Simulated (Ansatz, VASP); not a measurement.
# SiNi2 in VASP and in Ansatz

The input INCAR:

```
SYSTEM = SiNi2
PREC = Accurate
ENCUT = 600
EDIFF = 1E-7
ISMEAR = -1
SIGMA = 0.05
LREAL = .False.
LASPH = .True.
NELM = 120
ALGO = Fast
ISIF = 3
LWAVE = .False.
LCHARG = .False.
ISPIN = 2
MAGMOM = 1 1 1 1 0 0
LORBIT = 11
LMAXMIX = 4
GGA = PE
IBRION = 2
NSW = 40
EDIFFG = -0.02
PSTRESS = 0
```

File KPOINTS:

```
regular mesh
0
Gamma
  6 6 5
  0 0 0
```

The input POSCAR:

```
SiNi2
1.0
    3.8360000000      0.0000000000      0.0000000000
   -1.9180000000      3.3220734489      0.0000000000
    0.0000000000      0.0000000000      4.9480000000
Ni Si
4 2
Direct
    0.6666666667      0.3333333333      0.7500000000
    0.3333333333      0.6666666667      0.2500000000
    0.0000000000      0.0000000000      0.5000000000
    0.0000000000      0.0000000000      0.0000000000
    0.6666666667      0.3333333333      0.2500000000
    0.3333333333      0.6666666667      0.7500000000
```

input.yaml

```yaml
crystal:
  lattice:
    - [3.836, 0.0, 0.0]
    - [-1.918, 3.3220734489, 0.0]
    - [0.0, 0.0, 4.948]
  atoms:
    - { symbol: Ni, position: [0.6666666667, 0.3333333333, 0.75], spin: 1.0 }
    - { symbol: Ni, position: [0.3333333333, 0.6666666667, 0.25], spin: 1.0 }
    - { symbol: Ni, position: [0.0, 0.0, 0.5], spin: 1.0 }
    - { symbol: Ni, position: [0.0, 0.0, 0.0], spin: 1.0 }
    - { symbol: Si, position: [0.6666666667, 0.3333333333, 0.25] }
    - { symbol: Si, position: [0.3333333333, 0.6666666667, 0.75] }
hamiltonian:
  xc: pbe
  pseudopotentials: { kind: paw }
magnetization:
  spin_polarized: true
kpoints:
  mp_grid: { grid: [6, 6, 5] }
scf:
  occupations: { method: fermi_dirac, width: 0.05 }
output:
  forces: true
  stress: true
  eigenvalues: true
  write_density: true
  write_potential: true
  elf: true
  volumetric_format: npy
relax:
  f_tol: 0.01
  max_steps: 40
  cell: { stress_tol: 0.05 }
```

Alike in both runs: task relaxation of cell and atoms; functional PBE; k mesh 6 × 6 × 5; occupations fermi-dirac, width 0.05 eV; collinear spin, ferromagnetic start.

|  | VASP | Ansatz |
| --- | --- | --- |
| version | VASP 6.6.1 | Ansatz 0.2.0 |
| potentials or method | VASP PAW PBE potentials, release 64 (Ni, Si) | Ansatz PAW |
| plane-wave cutoff (eV) | 600 | 420 |
| valence electrons in the cell | 48 | 80 |

VASP gave:

| Property | Result |
| --- | --- |
| gap on the k mesh at the Fermi level, each at its own relaxed structure (eV) | none |
| net moment per atom (μB) | 0.00 |
| relaxed volume (Å³/atom) | 11.02 |
| relaxed cell length with the largest relative difference (Å) | 3.911 |
| energy change over the relaxation (meV/atom) | -18 |

What did Ansatz give for the same quantities?

gap on the k mesh at the Fermi level, each at its own relaxed structure (eV): none; net moment per atom (μB): 0.00; relaxed volume (Å³/atom): 11.02; relaxed cell length with the largest relative difference (Å): 3.912; energy change over the relaxation (meV/atom): -18.

A gap of «none» marks a metal or a gap that the smearing closes. The two sets of potentials don't hold the same shells in valence.

Caveats: the plane-wave basis is chosen anew once the cell has moved, so the energies of steps on either side of that aren't comparable (Ansatz); the starting moments weren't kept (Ansatz). PBE usually gives volumes a little too large and moduli too small. Zero-point motion and thermal expansion aren't in these numbers.
